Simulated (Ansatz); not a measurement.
A nudged elastic band was laid between two geometries of CH₃N₂O (7 atoms, charge -1, multiplicity 1).

The calculation used RKS r2SCAN-D4/6-31G* (Ansatz 0.2.0).

- movable images: 7
- climbing image: yes
- spring: 5.0 eV/Å²
- optimiser: quadratic models (default)
- start path: through a guess of the saddle point
- force threshold: 0.05 eV/Å
- iteration limit: 60
- end points: relaxed

First end point:

```xyz
7
Properties=species:S:1:pos:R:3
N -0.851 1.017 -0.321
C -0.234 -0.158 -0.298
N 1.080 -0.090 0.347
O -0.561 -1.295 -0.741
H -1.715 0.830 -0.846
H 1.063 0.670 1.026
H 1.217 -0.974 0.833
```

Last end point:

```xyz
7
Properties=species:S:1:pos:R:3
N -0.862 1.013 -0.305
C -0.318 -0.190 -0.174
N 0.751 -0.219 0.827
O -0.566 -1.297 -0.732
H -1.620 0.867 -0.985
H 1.168 0.711 0.874
H 1.447 -0.884 0.496
```

**Question.** Which bonds break or form, and what moves?

**Answer.** No bond is made or broken. The height of N3 over the plane of its neighbours goes from 0.40 to -0.40 Å. The two ends are copies of one structure, up to a mirror image or an exchange of like atoms.

**Question.** What energy profile does the band end with?

**Answer.** The forces met the threshold. The highest image is number 4 of 0 to 8, 4.2 kcal/mol above the ends, which have the same energy within 2 meV. A vibrational analysis at the climbing image gives one clearly imaginary mode, 668i cm⁻¹: a first-order saddle point. Limits of this set-up: an anion without diffuse functions, the dipole of an ion depends on the origin.

```tsv
image	path coordinate (Å)	energy (kcal/mol)	height of N3 over the plane of its neighbours (Å)
0	0.00	0.0	0.40
1	0.11	0.4	0.35
2	0.23	1.7	0.24
3	0.34	3.4	0.13
4	0.46	4.2	0.00
5	0.57	3.5	-0.12
6	0.68	1.8	-0.24
7	0.79	0.4	-0.34
8	0.91	0.0	-0.40
```

**Question.** What is the geometry of the highest image?

**Answer.** 
```xyz
7
Properties=species:S:1:pos:R:3
N -0.883 1.026 -0.341
C -0.293 -0.163 -0.244
N 0.880 -0.137 0.567
O -0.583 -1.294 -0.737
H -1.697 0.842 -0.939
H 1.181 0.718 1.006
H 1.395 -0.992 0.687
```

**Question.** What are the harmonic wavenumbers there?

**Answer.** 668i, 465, 486, 591, 725, 795, 934, 1038, 1207, 1407, 1579, 1694, 3380, 3590, 3753 cm⁻¹.

Run time: 2.3 min on 1 thread of Arm Neoverse V1 (shared host), peak memory 0.12 GiB.
